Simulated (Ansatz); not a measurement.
## Ti (P6_3/mmc), comparing deformations

All numbers below come from Ansatz, DFT PBE, scalar-relativistic, plane waves, PAW. The runs took a 420 eV cutoff, a Γ-centred 24×24×14 mesh and Gaussian smearing (0.15 eV). No spin polarisation. Energies are free energies at this smearing, counted from the undisturbed cell; pressure is positive in compression.

Reference structure (relaxed at this level; with this scan's settings it stands at 0.1 GPa):

```xyz
2
Lattice="2.9385 0.0000 0.0000 -1.4692 2.5448 0.0000 0.0000 0.0000 4.6506" Properties=species:S:1:pos:R:3 pbc="T T T"
Ti    0.0000    1.6965    1.1627
Ti    1.4692    0.8483    3.4880
```

The cell is strained by ε times a Voigt pattern (xx, yy, zz, yz, xz, xy; engineering shear) with fractional coordinates fixed. τ = (1/V0) dE/dε comes from the stress tensor. Of each scan, only the three points used here are listed.

| pattern | ε | τ (GPa) |
| --- | --- | --- |
| (1, -1, 0, 0, 0, 0) | -0.0050 | -1.30 |
| (1, -1, 0, 0, 0, 0) | 0.0000 | 0.00 |
| (1, -1, 0, 0, 0, 0) | 0.0050 | 1.28 |
| (0, 1, 0, 0, 0, 0) | -0.0300 | -6.34 |
| (0, 1, 0, 0, 0, 0) | 0.0000 | -0.06 |
| (0, 1, 0, 0, 0, 0) | 0.0150 | 2.72 |

Q: Which constants do the scans give, and which deformation costs least for the same size of strain tensor?

A: The slope dτ/dε at zero (parabola through three points) is pᵀCp: (1, -1, 0, 0, 0, 0) gives C11 + C22 − 2 C12 = 258 GPa; (0, 1, 0, 0, 0, 0) gives C22 = 193 GPa. The size of the strain tensor, ε:ε, is ε² times 2.0, 1.0. Per unit of it the stiffnesses are 129, 193 GPa, so (1, -1, 0, 0, 0, 0) is the softest of these: at ε:ε = (1 %)² the quadratic term costs 0.70 meV/atom against 1.05 for the stiffest. These are clamped-ion values.

Forces appear on the atoms along this scan, and letting them relax would lower the energy and soften the response. In a metal these slopes depend on the k mesh and the smearing.

Cost: 14 runs of about 8.4 core-minutes in all, on Arm Neoverse V1 (shared hosts).